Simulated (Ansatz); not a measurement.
Here is an Ansatz 0.2.0 calculation.

File input.yaml:

```yaml
crystal:
  lattice:
    - [1.579, 0.9116360751, 6.1633333333]
    - [-1.579, 0.9116360751, 6.1633333333]
    - [0.0, -1.8232721501, 6.1633333333]
  atoms:
    - { symbol: W, position: [0.0, 0.0, 0.0] }
    - { symbol: S, position: [0.581, 0.581, 0.581] }
    - { symbol: S, position: [0.7503, 0.7503, 0.7503] }
kpoints:
  mp_grid: { grid: [10, 10, 10] }
scf:
  occupations: { method: fermi_dirac, width: 0.05 }
hamiltonian:
  xc: pbesol
  pseudopotentials: { kind: all_electron, lapw: { basis_error: 0.002 } }
  hubbard:
    sites: [{ species: W, l: d, u_eff: 4 }]
    double_counting: fll
    projectors: ortho-atomic
output:
  forces: true
  stress: true
  eigenvalues: true
  dos: { projected: false, de: 0.2, e_range: [-20, 10] }
  hubbard: {}
```

Potentials or basis: all-electron LAPW, scalar-relativistic.

Command:

```console
$ ansatz run input.yaml --threads 2 --pin off --max-ram 8192MiB --backend cpu --events-out ev --progress --plain --runs-dir out
```

(1) Estimate the pressure.

(2) Estimate the largest force.

Answers

(1) -0.3 GPa.

(2) 0.604 eV/Å.

Caveat: spin-orbit coupling is left out, which moves the levels of the heavy elements; the density of states is complete only up to the lowest level of the last band computed.
